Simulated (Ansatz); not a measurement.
# Molecular dynamics of Al$_{16}$HO$_{24}$, charge +1

The input (input.yaml):

```yaml
accuracy: low
crystal:
  lattice:
    - [-4.7351, -2.733811, 4.300333]
    - [4.7351, -2.733811, 4.300333]
    - [0.0, 5.467623, 4.300333]
  atoms:
    - { symbol: Al, position: [0.37127644, 0.34331445, 0.35142488] }
    - { symbol: Al, position: [0.14939638, 0.13498738, 0.14870753] }
    - { symbol: Al, position: [0.64863355, 0.64364045, 0.64931446] }
    - { symbol: Al, position: [0.85252622, 0.84704177, 0.85312668] }
    - { symbol: O, position: [0.59557791, 0.39878671, 0.75019558] }
    - { symbol: O, position: [0.74778283, 0.59130299, 0.40420257] }
    - { symbol: O, position: [0.40318327, 0.74778011, 0.59996302] }
    - { symbol: O, position: [0.40230307, 0.59128092, 0.25110604] }
    - { symbol: O, position: [0.24356818, 0.40303495, 0.5873779] }
    - { symbol: O, position: [0.60043446, 0.23720054, 0.40652602] }
    - { symbol: Al, position: [0.85172687, 0.84803674, 0.35470582] }
    - { symbol: Al, position: [0.64813333, 0.64498983, 0.14804283] }
    - { symbol: Al, position: [0.14696841, 0.14292943, 0.64912836] }
    - { symbol: Al, position: [0.35234639, 0.34943513, 0.85580234] }
    - { symbol: O, position: [0.09789164, 0.90057955, 0.75351616] }
    - { symbol: O, position: [0.25013727, 0.09668143, 0.40181802] }
    - { symbol: O, position: [0.90371815, 0.24751053, 0.59711394] }
    - { symbol: O, position: [0.90423244, 0.09407335, 0.24933116] }
    - { symbol: O, position: [0.75065709, 0.89827758, 0.59879774] }
    - { symbol: O, position: [0.09818468, 0.74855873, 0.40474164] }
    - { symbol: Al, position: [0.85235821, 0.35027603, 0.85351813] }
    - { symbol: Al, position: [0.64899654, 0.14118283, 0.65379691] }
    - { symbol: Al, position: [0.1508929, 0.65619966, 0.14444056] }
    - { symbol: Al, position: [0.35501681, 0.84843168, 0.35653643] }
    - { symbol: O, position: [0.08599898, 0.4133457, 0.26791893] }
    - { symbol: O, position: [0.25028174, 0.59322952, 0.90413806] }
    - { symbol: O, position: [0.90380485, 0.7470278, 0.09855154] }
    - { symbol: O, position: [0.90398661, 0.59357708, 0.75128927] }
    - { symbol: O, position: [0.74713302, 0.39733186, 0.09938112] }
    - { symbol: O, position: [0.09757318, 0.25082374, 0.90918917] }
    - { symbol: Al, position: [0.35631639, 0.85043837, 0.85124538] }
    - { symbol: Al, position: [0.14847845, 0.65037482, 0.65308879] }
    - { symbol: Al, position: [0.64872217, 0.13797892, 0.14322502] }
    - { symbol: Al, position: [0.83451982, 0.34236698, 0.35328849] }
    - { symbol: O, position: [0.59787566, 0.8978408, 0.25091278] }
    - { symbol: O, position: [0.75077455, 0.09306318, 0.90215058] }
    - { symbol: O, position: [0.40008379, 0.24718887, 0.10170713] }
    - { symbol: O, position: [0.40066396, 0.09757699, 0.75100605] }
    - { symbol: O, position: [0.25475782, 0.8979672, 0.09728741] }
    - { symbol: O, position: [0.59827348, 0.74667113, 0.9038406] }
    - { symbol: H, position: [0.09962179, 0.44064837, 0.40962326] }
total_charge: 1
basis:
  ecutwfc: 420.0
kpoints:
  mp_grid: { grid: [1, 1, 1] }
hamiltonian:
  xc: lda
  pseudopotentials: { kind: paw, azcp: { folder: soft_1 } }
scf:
  occupations: { method: fermi_dirac, width: 0.02 }
  lower_state_search: "off"
md:
  timestep: 0.75
  n_steps: 300
  ensemble: nvt_langevin
  temperature: 600.0
  initial_velocities: maxwell_boltzmann
  seed: 203215
  friction: 0.05
```

Launched with:

```bash
$ ansatz run input.yaml --threads 1 --pin off --max-ram 3072MiB --backend cpu --events-out ev --progress --plain --runs-dir out
```

It starts from a relaxed structure.

Output, in part (step lines):

```
md step     0: t =     0.00 fs  T =   585.4 K  F+E_penalty+E_count = -21624.10542051 eV  E_kin = 3.102240 eV  (11 SCF iters)
md step     1: t =     0.75 fs  T =   578.0 K  F+E_penalty+E_count = -21624.08475978 eV  E_kin = 3.063109 eV  (7 SCF iters)
md step     2: t =     1.50 fs  T =   553.3 K  F+E_penalty+E_count = -21624.02631584 eV  E_kin = 2.932418 eV  (7 SCF iters)
md step     3: t =     2.25 fs  T =   555.6 K  F+E_penalty+E_count = -21623.93614341 eV  E_kin = 2.944331 eV  (7 SCF iters)
md step     4: t =     3.00 fs  T =   535.6 K  F+E_penalty+E_count = -21623.81966008 eV  E_kin = 2.838650 eV  (7 SCF iters)
md step     5: t =     3.75 fs  T =   594.3 K  F+E_penalty+E_count = -21623.67600095 eV  E_kin = 3.149755 eV  (6 SCF iters)
md step     6: t =     4.50 fs  T =   567.1 K  F+E_penalty+E_count = -21623.50725229 eV  E_kin = 3.005419 eV  (5 SCF iters)
md step     7: t =     5.25 fs  T =   535.2 K  F+E_penalty+E_count = -21623.32578544 eV  E_kin = 2.836145 eV  (5 SCF iters)
[... lines left out ...]
```

The steps, from the saved trajectory:

```csv
time (fs),T (K),potential energy less start (eV)
0.0,585,0.000
7.5,509,1.385
15.0,425,2.834
22.5,515,2.671
30.0,496,2.688
37.5,618,2.732
45.0,673,2.924
52.5,611,2.836
60.0,565,2.648
67.5,661,3.149
75.0,544,3.460
82.5,632,3.114
90.0,706,2.912
97.5,552,3.175
105.0,636,3.027
112.5,627,3.052
120.0,686,2.767
127.5,673,2.850
135.0,606,3.021
142.5,613,2.717
150.0,596,2.838
157.5,637,2.869
165.0,640,3.094
172.5,652,3.576
180.0,583,3.716
187.5,589,3.485
195.0,575,3.074
202.5,616,3.131
210.0,624,2.988
217.5,532,2.977
225.0,487,3.264
```

All steps were run. A run of 0.23 ps of so small a system gives no equilibrium averages. Limits of this set-up: coarse k mesh, PAW files made for another functional, low accuracy level, charged cell in a uniform background, uncorrected.

Mean squared displacements from the first frame to the last, about the centre of mass: Al 0.01 Å², O 0.01 Å², H 0.11 Å².

Last frame:

```xyz
41
Lattice="-4.7351 -2.7338 4.3003 4.7351 -2.7338 4.3003 0.0000 5.4676 4.3003" Properties=species:S:1:pos:R:3
Al -0.214 0.179 4.552
Al -0.021 0.186 1.858
Al 0.051 0.126 8.343
Al -0.070 0.179 10.982
O -0.896 1.548 7.461
O -0.743 -1.278 7.471
O 1.689 0.247 7.484
O 0.844 -1.141 5.303
O 0.753 1.495 5.289
O -1.777 -0.026 5.380
Al -0.081 -2.552 8.792
Al -0.144 -2.544 6.179
Al -0.109 2.877 3.884
Al 0.003 2.912 6.744
O 3.744 1.555 7.503
O -0.874 1.535 3.149
O -3.133 0.269 7.504
O -3.857 -1.223 5.387
O 0.667 -1.169 9.671
O 3.075 0.079 5.358
Al -2.440 1.369 8.772
Al -2.312 1.513 6.077
Al 2.341 -1.127 4.082
Al 2.256 -1.305 6.560
O 1.409 0.236 3.310
O 1.595 2.777 7.512
O -0.870 -3.677 7.415
O -1.593 0.036 9.569
O -1.807 -2.428 5.386
O 0.687 4.119 5.379
Al 2.268 1.530 8.802
Al 2.272 1.470 6.168
Al -2.446 -1.275 3.906
Al -2.393 -1.220 6.673
O 1.441 -2.596 7.415
O -3.150 2.726 7.538
O -0.764 -1.195 3.254
O -1.450 2.888 5.356
O 3.052 -2.388 5.281
O 0.687 1.345 9.778
H 1.450 1.140 4.233
```

Time of the run: 10 min on 1 thread of Arm Neoverse V2, with other jobs on the host, peak memory 0.4 GiB.
